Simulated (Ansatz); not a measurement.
**FePt: a prediction, then the measurements**

The calculation used DFT PBE, scalar-relativistic, plane waves, PAW in Ansatz 0.2.0.

Plane waves to 420 eV, a k mesh through Γ of 20×20×14 on the computed 2-atom cell and Gaussian smearing (0.10 eV); collinear spin from starting moments 3.3 0.4 μB.

Relaxed structure:

Space group P4/mmm (No. 123). a = 2.729 Å, b = 2.729 Å, c = 3.765 Å, α = 90.00°, β = 90.00°, γ = 90.00°
```tsv
atom	site	symmetry	x	y	z
Fe	1d	4/mmm	0.5000	0.5000	0.5000
Pt	1a	4/mmm	0.0000	0.0000	0.0000
```

| Item | Value |
| --- | --- |
| Space group | P4/mmm (No. 123) |
| Volume per atom | 14.02 Å³ |
| Formation energy from the elements' standard states (uncorrected) | -0.229 eV/atom |
| Kohn–Sham band gap | none (metal) |
| Density of states at the Fermi level | 1.3 states/eV per cell |
| Orbital (Löwdin) character within 0.5 eV of the Fermi level | Fe 3d 64 %, Pt 5d 23 %, unprojected 5 % |
| Bader charge by site (e) | Fe (1 in the cell) 0.66, Pt (1 in the cell) -0.66 |
| Total moment | 3.30 μB per cell |
| Moment by site (μB) | Fe1 2.98, Pt2 0.38 |

Spin-orbit coupling is left out, which matters for the bands of heavy elements.

Only this magnetic start was tried.

**Against measurements.**

Measured lattice constant c of FePt: 3.713 Å (300 K; quoted in “Dynamical properties of ordered Fe-Pt alloys”, 2015, arxiv:1501.05550). This calculation gives 3.765 Å (+1.4 %). The calculation is for 0 K without zero-point motion.

It was relaxed from a cell as deposited in COD. Löwdin shares on free-atom orbitals overweight diffuse shells.
